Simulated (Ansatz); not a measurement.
# C: random displacements

These are results of DFT r2SCAN, scalar-relativistic, plane waves, PAW in Ansatz 0.2.0, not measurements. The runs took a 500 eV cutoff, a Γ-centred 12×12×4 mesh and Gaussian smearing (0.05 eV). No spin polarisation. Energies are free energies at this smearing, counted from the undisturbed cell; pressure is positive in compression.

The starting cell (as given, not relaxed at this level):

```
C
1.0
     2.52210    0.00000    0.00000
    -1.26105    2.18420    0.00000
     0.00000    0.00000    8.23710
C
8
Cartesian
  0.0000 0.0000 0.7722
  0.0000 0.0000 4.8908
  0.0000 0.0000 3.3463
  0.0000 0.0000 7.4649
  0.0000 1.4561 1.2870
  1.2610 0.7281 5.4056
  0.0000 1.4561 2.8315
  1.2610 0.7281 6.9501
```

After a displacement of all atoms with no net shift and a strain of the cell, the run gives ΔE = 381.1 meV/atom; stress (xx, yy, zz, yz, xz, xy; compression positive) (-44.12, 41.63, -13.27, 6.09, 41.88, -2.80) GPa; gap on the mesh 1.76 eV.

```csv
atom,Fx (eV/Å),Fy,Fz
C1,0.723,0.087,0.977
C2,1.541,2.106,-7.851
C3,0.076,-0.481,-3.689
C4,-2.015,-1.885,-4.259
C5,0.878,-0.688,-1.283
C6,-1.089,-2.793,5.721
C7,-0.773,1.857,4.533
C8,0.661,1.797,5.852
```

(1) Which displacements (Å, in the unstrained cell) and strain were applied?

## Answers

(1)
```csv
atom,ux,uy,uz
C1,-0.05,0.02,-0.03
C2,-0.04,0.02,0.13
C3,-0.02,-0.06,0.09
C4,0.09,0.06,0.04
C5,-0.07,0.02,0.01
C6,0.01,0.06,-0.08
C7,0.01,-0.11,-0.04
C8,0.06,0.00,-0.11
```
Strain (Voigt, engineering shear): (0.0459, -0.0360, 0.0192, -0.0251, -0.0994, 0.0041).

Cost: 1 run of about 0.77 core-minutes, on Intel Xeon Platinum 8375C (Ice Lake) (shared hosts).